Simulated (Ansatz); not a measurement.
Planning a run of Ansatz 0.2.0 on GaN (P6_3mc). The input:

```yaml
crystal:
  lattice:
    - [3.18, 0.0, 0.0]
    - [-1.59, 2.753960784, 0.0]
    - [0.0, 0.0, 5.166]
  atoms:
    - { symbol: Ga, position: [0.3333333333, 0.6666666667, 0.0] }
    - { symbol: Ga, position: [0.6666666667, 0.3333333333, 0.5] }
    - { symbol: "N", position: [0.3333333333, 0.6666666667, 0.375] }
    - { symbol: "N", position: [0.6666666667, 0.3333333333, 0.875] }
kpoints:
  mp_grid: { grid: [6, 6, 4] }
hamiltonian:
  xc: pbe
scf:
  occupations: { method: fixed }
gw:
  n_empty_bands: 135
  ecut_chi: 120
  qp_bands: [v2, c2]
  qp_kpoints: band_edges
  screening: { model: contour_deformation }
```

The database entry behind the starting cell differs from later determinations by our own check (about 0.3 % short, ideal inner coordinate), so it need not match the best structure at ambient conditions.

```sh
ansatz run input.yaml --threads 3 --pin off --max-ram 92160MiB --backend cuda --events-out ev --progress --plain --runs-dir out --devices 1 --max-vram 13GiB  # rebuilt from the run's record
```

Q: Estimate wall time and host memory on 1 × NVIDIA H100 80GB HBM3 (shared by 6 runs) with 3 threads of AMD EPYC 7R13 (Zen 3), shared host.

It took 15 s; on shared hardware allow 7.6 s to 30 s. Peak host memory was 1.2 GiB. The sizes that set the cost: 881 plane waves a state, 21 irreducible k points, 153 bands summed, 135 plane waves in the screening and 6 SCF cycles.

The screening grows as filled bands × empty bands × pairs of k points, times the square of the screening basis for the matrix.

[Paths, hosts, dates, memory and timing lines, banners, echoed tables and standing remarks are left out of the program output.]

[Logs are printed without paths, hosts, clocks, repeated set-up lines and the standing remarks that a program may print on its own settings, such as how far it seeks lower states.]

[Runs of the session that timed out or met a known fault of the program may be left out.]

[Cells called generated may have been cut or substituted from an entry of the Crystallography Open Database or the Materials Project.]

[Hosts, paths, dates, database ids (printed as entryN), source tags and the programs' standing remarks are cut or masked in the printed files.]
